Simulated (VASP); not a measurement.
# Pt (Fm-3m) in VASP: notebook

The runs below take Pt through relaxation of cell and atoms, vibrations by finite differences, with PBE.

All numbers are computed with VASP 6.6.1; they aren't measurements. Logs are shortened: lines on timing, memory, paths and dates and some standing lists are left out, and cuts for length are marked.

## (1) The structure

It takes space group Fm-3m (No. 225, cubic). The conventional cell has a = 3.922 Å, b = 3.922 Å, c = 3.922 Å, α = 90.00°, β = 90.00°, γ = 90.00°. Pt (site symmetry m-3m) has 12 Pt at 2.77 Å as nearest neighbours.

## (2) Relaxation of cell and atoms, PBE, collinear spin, ferromagnetic start

Input file INCAR:

```
SYSTEM = Pt
ALGO = Fast ; EDIFF = 1E-7
EDIFFG = -0.002 ; ENCUT = 520
GGA = PE ; IBRION = 2
ISIF = 3 ; ISMEAR = 0
ISPIN = 2 ; LASPH = .True.
LCHARG = .False. ; LMAXMIX = 4
LORBIT = 11 ; LREAL = .False.
LWAVE = .False. ; MAGMOM = 1
NELM = 100 ; NSW = 80
PREC = Accurate ; SIGMA = 0.1
```

Input file KPOINTS:

```
k-points
0
Gamma
  18 18 18
  0 0 0
```

Input file POSCAR:

```
Pt
1.0
    0.0000000000      1.9609000000      1.9609000000
    1.9609000000      0.0000000000      1.9609000000
    1.9609000000      1.9609000000      0.0000000000
Pt
1
Direct
    0.0000000000      0.0000000000      0.0000000000
```

Potentials or basis: VASP PAW PBE potentials, release 64 (Pt).

Started as:

```sh
cat potpaw_PBE.64/Pt/POTCAR > POTCAR
mpirun -np 1 vasp_std > vasp.out
```

OUTCAR:

```text
SYSTEM = Pt
   EDIFF = 1E-7
   EDIFFG = -0.002
   ENCUT = 520
   GGA = PE
   IBRION = 2
   ISIF = 3
   ISMEAR = 0
   ISPIN = 2
   LASPH = .True.
   LORBIT = 11
   LREAL = .False.
   NELM = 100
   NSW = 80
   PREC = Accurate

 ion  position               nearest neighbor table
   1  0.000  0.000  0.000-

  LATTYP: Found a face centered cubic cell.
 ALAT       =     3.9218000000

  Lattice vectors:

 A1 = (   0.0000000000,   1.9609000000,   1.9609000000)
 A2 = (   1.9609000000,   0.0000000000,   1.9609000000)
 A3 = (   1.9609000000,   1.9609000000,   0.0000000000)

Analysis of symmetry for initial positions (statically):
=====================================================================
 Subroutine PRICEL returns:
 Original cell was already a primitive cell.

 Routine SETGRP: Setting up the symmetry group for a
 face centered cubic supercell.

 Subroutine GETGRP returns: Found 48 space group operations
 (whereof 48 operations were pure point group operations)
 out of a pool of 48 trial point group operations.

The static configuration has the point symmetry O_h .

Analysis of symmetry for dynamics (positions and initial velocities):
=====================================================================
 Subroutine PRICEL returns:
 Original cell was already a primitive cell.

 Routine SETGRP: Setting up the symmetry group for a
 face centered cubic supercell.

 Subroutine GETGRP returns: Found 48 space group operations
 (whereof 48 operations were pure point group operations)
 out of a pool of 48 trial point group operations.

The dynamic configuration has the point symmetry O_h .

Analysis of structural, dynamic, and magnetic symmetry:
=====================================================================
 Subroutine PRICEL returns:
 Original cell was already a primitive cell.

 Routine SETGRP: Setting up the symmetry group for a
 face centered cubic supercell.

 Subroutine GETGRP returns: Found 48 space group operations
 (whereof 48 operations were pure point group operations)
 out of a pool of 48 trial point group operations.

The overall configuration has the point symmetry O_h .

 Subroutine INISYM returns: Found 48 space group operations
 (whereof 48 operations are pure point group operations),
 and found     1 'primitive' translations

----------------------------------------------------------------------------------------

                                     Primitive cell

  volume of cell :      15.0798

  direct lattice vectors                    reciprocal lattice vectors
     0.000000000  1.960900000  1.960900000    -0.254984956  0.254984956  0.254984956
     1.960900000  0.000000000  1.960900000     0.254984956 -0.254984956  0.254984956
     1.960900000  1.960900000  0.000000000     0.254984956  0.254984956 -0.254984956

  length of vectors
     2.773131374  2.773131374  2.773131374     0.441646899  0.441646899  0.441646899

[... 120 lines left out ...]

 number of electron      10.0000000 magnetization       0.0000588

 Free energy of the ion-electron system (eV)
  ---------------------------------------------------
  ext. energy  EPLUGINS =         0.00000000
  ---------------------------------------------------
  free energy    TOTEN  =        -6.08435658 eV

  energy without entropy =       -6.07369196  energy(sigma->0) =       -6.07902427

------------------------ aborting loop because EDIFF is reached ----------------------------------------

  FORCE on cell =-STRESS in cart. coord.  units (eV):
  Direction    XX          YY          ZZ          XY          YZ          ZX
  --------------------------------------------------------------------------------------
  -------------------------------------------------------------------------------------
  Total        0.8958445      0.8958445      0.8958445      0.0000000      0.0000000     -0.0000000
  in kB       95.1802531     95.1802531     95.1802531      0.0000000      0.0000000     -0.0000000
  external PRESSURE =      95.1802531 kB  Pullay stress =       0.0000000 kB
[... 24 lines left out ...]
 number of electron      10.0000001 magnetization      -0.0000129

 number of electron      10.0000001 magnetization       0.0000453

 E-fermi :   8.9852     XC(G=0): -12.7384

 val. band max:        8.9844742386   @ k =   0.4444   0.1111   0.0000
 cond. band min:       8.9903188710   @ k =  -0.4444   0.2778   0.0556
 fundamental gap:      0.0058446324
 Fermi energy:         8.9852391804

 spin component 1

 k-point     1 :       0.0000    0.0000    0.0000
  band No.  band energies     occupation
      1       0.1226      1.00000
      2       5.9092      1.00000
      3       5.9092      1.00000
      4       5.9092      1.00000
      5       7.6537      1.00000
      6       7.6537      1.00000
      7      23.8894      0.00000
      8      28.1482      0.00000
      9      28.1482      0.00000
     10      28.1482      0.00000
[... 678 lines left out ...]
  FREE ENERGIE OF THE ION-ELECTRON SYSTEM (eV)
  ---------------------------------------------------
  free  energy   TOTEN  =        -6.0995511148 eV

  energy  without entropy=       -6.0882884364  energy(sigma->0) =       -6.09391978

[... ionic steps 4 to 14 ...]

--------------------------------------- Ionic step       15  -------------------------------------------

 number of electron      10.0000002 magnetization      -0.0000000

 number of electron      10.0000002 magnetization       0.0000000
[... 71 lines left out ...]
 number of electron      10.0000002 magnetization      -0.0000000

 number of electron      10.0000002 magnetization       0.0000000

 Free energy of the ion-electron system (eV)
  ---------------------------------------------------
  ext. energy  EPLUGINS =         0.00000000
  ---------------------------------------------------
  free energy    TOTEN  =        -6.09957075 eV

  energy without entropy =       -6.08832836  energy(sigma->0) =       -6.09394955

 E-fermi :  10.6098     XC(G=0): -13.2832

 val. band max:       10.6095624820   @ k =  -0.3333   0.3889   0.1111
 cond. band min:      10.6206598569   @ k =   0.4444   0.1111   0.0000
 fundamental gap:      0.0110973749
 Fermi energy:        10.6098080432

 spin component 1

 k-point     1 :       0.0000    0.0000    0.0000
  band No.  band energies     occupation
      1       0.7783      1.00000
      2       7.0284      1.00000
      3       7.0284      1.00000
      4       7.0284      1.00000
      5       9.0628      1.00000
      6       9.0628      1.00000
      7      25.3409      0.00000
      8      30.1112      0.00000
      9      30.1112      0.00000
     10      30.1112      0.00000
[... 643 lines left out ...]
  FREE ENERGIE OF THE ION-ELECTRON SYSTEM (eV)
  ---------------------------------------------------
  free  energy   TOTEN  =        -6.0995707474 eV

  energy  without entropy=       -6.0883283562  energy(sigma->0) =       -6.09394955

 reached required accuracy - stopping structural energy minimisation

 total charge

# of ion       s       p       d       tot
------------------------------------------
    1        0.620   0.571   8.018   9.209

 magnetization (x)

# of ion       s       p       d       tot
------------------------------------------
    1        0.000  -0.000  -0.000  -0.000
```

OSZICAR:

```text
N       E                     dE             d eps       ncg     rms          rms(c)
DAV:   1     0.383502469843E+02    0.38350E+02   -0.51495E+03  7992   0.878E+02
DAV:   2    -0.585548977406E+01   -0.44206E+02   -0.42259E+02  8574   0.183E+02
DAV:   3    -0.639051480978E+01   -0.53503E+00   -0.53216E+00  8826   0.195E+01
DAV:   4    -0.639260461994E+01   -0.20898E-02   -0.20897E-02  8436   0.141E+00
[... 105 lines left out ...]
  16 F= -.60995702E+01 E0= -.60939477E+01  d E =-.133073E-05  mag=     0.0000
       N       E                     dE             d eps       ncg     rms          rms(c)
DAV:   1    -0.609957320131E+01   -0.29637E-05   -0.55064E-05  8000   0.730E-02    0.105E-02
RMM:   2    -0.609957077950E+01    0.24218E-05   -0.30661E-06  7800   0.159E-02    0.411E-03
RMM:   3    -0.609957074743E+01    0.32076E-07   -0.29256E-07  6264   0.515E-03
  17 F= -.60995707E+01 E0= -.60939496E+01  d E =-.183248E-05  mag=    -0.0000
```

It took 3.5 min on 1 thread of Intel Xeon Platinum 8559C (Emerald Rapids), shared host; peak memory 0.21 GiB.

Results:

```
Free energy                                           : -6.0996 eV
Relaxed volume                                        : 15.61 Å³/atom
Relaxed cell                                          : a = 2.805 Å, b = 2.805 Å, c = 2.805 Å, α = 60.00°, β = 60.00°, γ = 60.00°
Space group after relaxing (to 0.05 Å)                : Fm-3m (No. 225)
Energy gained by relaxing                             : 15.2 meV/atom
Ionic steps                                           : 17
Pressure after relaxing                               : 0.0 GPa
Band gap on the k mesh                                : none (metal or under the smearing width)
Net moment                                            : 0.00 μB per cell
Valence electrons inside the program's atomic spheres : Pt 9.21
```

Step by step:
```tsv
step	energy change (eV)	largest force (eV/Å)	pressure (GPa)	volume (Å³)
1	0.0000	0.0000	9.52	15.08
2	0.0772	0.0000	-17.71	17.12
3	-0.0152	0.0000	-0.29	15.63
4	-0.0152	0.0000	-0.03	15.62
5	-0.0152	0.0000	0.14	15.60
6	-0.0152	0.0000	0.14	15.60
7	-0.0152	0.0000	0.11	15.61
8	-0.0152	0.0000	0.12	15.61
9	-0.0152	0.0000	0.12	15.61
10	-0.0152	0.0000	0.12	15.61
11	-0.0152	0.0000	0.11	15.61
12	-0.0152	0.0000	0.11	15.61
13	-0.0152	0.0000	0.09	15.61
14	-0.0152	0.0000	0.07	15.61
15	-0.0152	0.0000	0.04	15.61
16	-0.0152	0.0000	-0.05	15.62
17	-0.0152	0.0000	0.00	15.61
```

Final structure:
```yaml
crystal:
  lattice:
    - [0.00000, 1.98376, 1.98376]
    - [1.98376, 0.00000, 1.98376]
    - [1.98376, 1.98376, 0.00000]
  atoms:
    - { symbol: Pt, position: [0.00000, 0.00000, 0.00000] }
```

Levels at points of the mesh, in eV from the Fermi level:
Spin up:
```tsv
k point	band 3	band 4	band 5	band 6	band 7	band 8
(0.00, 0.00, 0.00)	-3.58	-3.58	-1.55	-1.55	14.73	19.50
(0.50, 0.00, 0.00)	-3.64	-0.33	0.03	0.03	5.58	14.29
(0.50, 0.50, 0.00)	0.00	0.45	0.45	1.85	8.51	11.28
```
Spin down:
```tsv
k point	band 1	band 2	band 3	band 4	band 5	band 6	band 7	band 8	band 9	band 10
(0.00, 0.00, 0.00)	-9.83	-3.58	-3.58	-3.58	-1.55	-1.55	14.73	19.50	19.50	19.50
(0.50, 0.00, 0.00)	-6.97	-3.64	-3.64	-0.33	0.03	0.03	5.58	14.29	18.74	18.74
(0.50, 0.50, 0.00)	-6.70	-6.26	0.00	0.45	0.45	1.85	8.51	11.28	11.28	19.73
```

Spin-orbit coupling is left out, which matters for the levels of Pt. Zero-point motion and thermal expansion aren't in these numbers.

## (3) Relaxation of cell and atoms, PBE, collinear spin, ferromagnetic start

This run uses another cell than the first one, of 15.61 Å³/atom, 1.035 times its volume.

INCAR is that of step 2.

KPOINTS is that of step 2.

Input file POSCAR:

```
Pt                                      
1.0
   -0.0000000000      1.9837593700      1.9837593700
    1.9837593700      0.0000000000      1.9837593700
    1.9837593700      1.9837593700      0.0000000000
  Pt            
     1
Direct
     0.0000000000000000    0.0000000000000000    0.0000000000000000
```

Potentials or basis: VASP PAW PBE potentials, release 64 (Pt).

Started as:

```sh
cat potpaw_PBE.64/Pt/POTCAR > POTCAR
mpirun -np 1 vasp_std > vasp.out
```

Wall time 38 s (1 thread of Intel Xeon Platinum 8559C (Emerald Rapids), shared host); peak memory 0.19 GiB.

Results (log left out):

* Free energy: -6.1001 eV
* Pressure after relaxing: 0.0 GPa
* Band gap on the k mesh: none (metal or under the smearing width)
* Net moment: 0.00 μB per cell
* Valence electrons inside the program's atomic spheres: Pt 9.21

Final structure:
```xyz
1
Lattice="0.0000 1.9838 1.9838 1.9838 0.0000 1.9838 1.9838 1.9838 0.0000" Properties=species:S:1:pos:R:3 pbc="T T T"
Pt    0.0000    0.0000    0.0000
```

Levels at points of the mesh, in eV from the Fermi level:
Spin up:
| k point | band 1 | band 2 | band 3 | band 4 | band 5 | band 6 | band 7 | band 8 | band 9 | band 10 |
| --- | --- | --- | --- | --- | --- | --- | --- | --- | --- | --- |
| (0.00, 0.00, 0.00) | -9.83 | -3.58 | -3.58 | -3.58 | -1.55 | -1.55 | 14.73 | 19.50 | 19.50 | 19.50 |
| (0.50, 0.00, 0.00) | -6.97 | -3.64 | -3.64 | -0.33 | 0.03 | 0.03 | 5.58 | 14.29 | 18.74 | 18.74 |
| (0.50, 0.50, 0.00) | -6.70 | -6.27 | -0.01 | 0.45 | 0.45 | 1.85 | 8.51 | 11.28 | 11.28 | 19.73 |
Spin down:
| k point | band 1 | band 2 | band 3 | band 4 | band 5 | band 6 | band 7 | band 8 | band 9 | band 10 |
| --- | --- | --- | --- | --- | --- | --- | --- | --- | --- | --- |
| (0.00, 0.00, 0.00) | -9.83 | -3.58 | -3.58 | -3.58 | -1.55 | -1.55 | 14.73 | 19.50 | 19.50 | 19.50 |
| (0.50, 0.00, 0.00) | -6.97 | -3.64 | -3.64 | -0.33 | 0.03 | 0.03 | 5.58 | 14.29 | 18.74 | 18.74 |
| (0.50, 0.50, 0.00) | -6.70 | -6.26 | 0.00 | 0.46 | 0.46 | 1.85 | 8.51 | 11.28 | 11.28 | 19.73 |

Caveat: the relaxation stopped at its first step, so nothing moved.

## (4) Vibrations by finite differences, PBE, collinear spin, ferromagnetic start

This run uses another cell than the first one, of 15.61 Å³/atom, 1.035 times its volume.

Input file INCAR:

```
SYSTEM = Pt
ALGO = Fast ; EDIFF = 1E-8
ENCUT = 520 ; GGA = PE
IBRION = 6 ; ISIF = 3
ISMEAR = 0 ; ISPIN = 2
LASPH = .True. ; LCHARG = .False.
LMAXMIX = 4 ; LORBIT = 11
LREAL = .False. ; LWAVE = .False.
MAGMOM = 1 ; NBANDS = 15
NELM = 100 ; NFREE = 2
NSW = 1 ; POTIM = 0.015
PREC = Accurate ; SIGMA = 0.1
```

KPOINTS is that of step 3.

POSCAR, as its differences from that of step 3:

```diff
@@ -2,3 +2,3 @@
 1.0
-   -0.0000000000      1.9837593700      1.9837593700
+    0.0000000000      1.9837593700      1.9837593700
     1.9837593700      0.0000000000      1.9837593700
```

Started as:

```sh
cat potpaw_PBE.64/Pt/POTCAR > POTCAR
mpirun -np 1 vasp_std > vasp.out
```

It took 41 min on 1 thread of Intel Xeon Platinum 8559C (Emerald Rapids), shared host; peak memory 1.1 GiB.

The run converged. Its results:

```
Net moment                                            : 0.00 μB per cell
Valence electrons inside the program's atomic spheres : Pt 9.21
Elastic constants C11, C12, C44                       : 304, 222, 59 GPa
Voigt bulk modulus                                    : 249 GPa
```

Elastic tensor in Voigt notation (GPa, in the Cartesian axes of the cell as first typed):
```
304 222 222   0   0   0
222 304 222   0   0   0
222 222 304   0   0   0
  0   0   0  59   0   0
  0   0   0   0  59   0
  0   0   0   0   0  59
```

Clamped-ion elastic tensor (GPa):
```
304 222 222   0   0   0
222 304 222   0   0   0
222 222 304   0   0   0
  0   0   0  59   0   0
  0   0   0   0  59   0
  0   0   0   0   0  59
```

Caveat: elastic constants of metals need much finer meshes, so these are rough.
